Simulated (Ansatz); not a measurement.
**TaN: equation of state**

One table from this session's results is given with a row withheld; the runs are named, their logs left out.

Method: DFT PBEsol, scalar-relativistic, in Ansatz 0.2.0.

**The system as given**

Symmetry: P6_3mc, No. 186, hexagonal system. Conventional cell: a = 3.050 Å, b = 3.050 Å, c = 4.940 Å, α = 90.00°, β = 90.00°, γ = 120.00°. Around Ta (site symmetry 3m) lie 4 N at 1.85 to 1.90 Å. Around N (site symmetry 3m) lie 4 Ta at 1.85 to 1.90 Å.

Structure file:

```xyz
4
Lattice="3.0500 0.0000 0.0000 -1.5250 2.6414 0.0000 0.0000 0.0000 4.9400" Properties=species:S:1:pos:R:3 pbc="T T T"
Ta    0.0000    1.7609    0.0000
Ta    1.5250    0.8805    2.4700
N     0.0000    1.7609    1.9019
N     1.5250    0.8805    4.3719
```

Atoms are numbered in the order of the input: Ta1, Ta2, N3, N4.

The first run:

input.yaml

```yaml
crystal:
  lattice:
    - [3.0087798064, 0.0, 0.0]
    - [-1.5043899033, 2.6056797468, 0.0]
    - [0.0, 0.0, 4.8732350589]
  atoms:
    - { symbol: Ta, position: [0.3333333333, 0.6666666667, 0.0] }
    - { symbol: Ta, position: [0.6666666667, 0.3333333333, 0.5] }
    - { symbol: "N", position: [0.3333333333, 0.6666666667, 0.385] }
    - { symbol: "N", position: [0.6666666667, 0.3333333333, 0.885] }
kpoints:
  mp_grid: { grid: [9, 9, 5] }
  band_path:
    path:
      - [0.0, 0.0, 0.0]
      - [0.5, 0.0, 0.0]
      - [0.3333333333, 0.3333333333, 0.0]
      - [0.0, 0.0, 0.0]
      - [0.0, 0.0, 0.5]
      - [0.5, 0.0, 0.5]
      - [0.3333333333, 0.3333333333, 0.5]
      - [0.0, 0.0, 0.5]
      - [0.5, 0.0, 0.5]
    npoints: 5
scf:
  occupations: { method: fermi_dirac, width: 0.01 }
hamiltonian:
  xc: pbesol
  pseudopotentials: { kind: all_electron, lapw: { basis_error: 0.001 } }
output:
  forces: true
  stress: true
  eigenvalues: true
```

Command:

```
$ ansatz run input.yaml --threads 1 --pin off --max-ram 6144MiB --backend cpu --events-out ev --progress --plain --runs-dir out
```

Steps of the session up to this table: Volume × 0.96, LAPW; Volume × 0.96, PAW; Volume × 0.96, crystal datasets; Volume × 0.99, LAPW; Volume × 0.99, PAW; Volume × 0.99, crystal datasets; Volume × 1.02, LAPW; Volume × 1.02, PAW; Volume × 1.02, crystal datasets; Volume × 1.06, LAPW; Volume × 1.06, PAW; Volume × 1.06, crystal datasets.

One table of the session follows, with a row left open; its other results are not shown here.

| method | volume (Å³/atom) | pressure (GPa) | largest force (eV/Å) |
| --- | --- | --- | --- |
| LAPW | 9.551 | 154.00 | 2.338 |
| LAPW | 9.850 | 130.82 | 2.288 |
| LAPW | 10.148 | 110.39 | 2.214 |
| LAPW | 10.546 | 86.83 | 2.103 |
| PAW | 9.551 | 157.05 | 2.389 |
| PAW | 9.850 | 133.37 | 2.322 |
| PAW | 10.148 | ? | ? |
| PAW | 10.546 | 88.52 | 2.120 |
| crystal datasets | 9.551 | 154.00 | 2.338 |
| crystal datasets | 9.850 | 130.82 | 2.288 |
| crystal datasets | 10.148 | 110.39 | 2.214 |
| crystal datasets | 10.546 | 86.83 | 2.103 |

**Question.** Estimate the row for PAW, 10.148.

As computed: pressure (GPa): 112.52; largest force (eV/Å): 2.234. In the column «pressure (GPa)» it lies between crystal datasets, 10.148 (110.39) and LAPW, 9.850 (130.82).

Caveats from the session: Spin-orbit coupling is left out, though the cell holds Ta; in elements this heavy it can shift bands and gaps by tenths of an eV. Warnings in the runs' records: gradients without spin orbit, crystal datasets made.
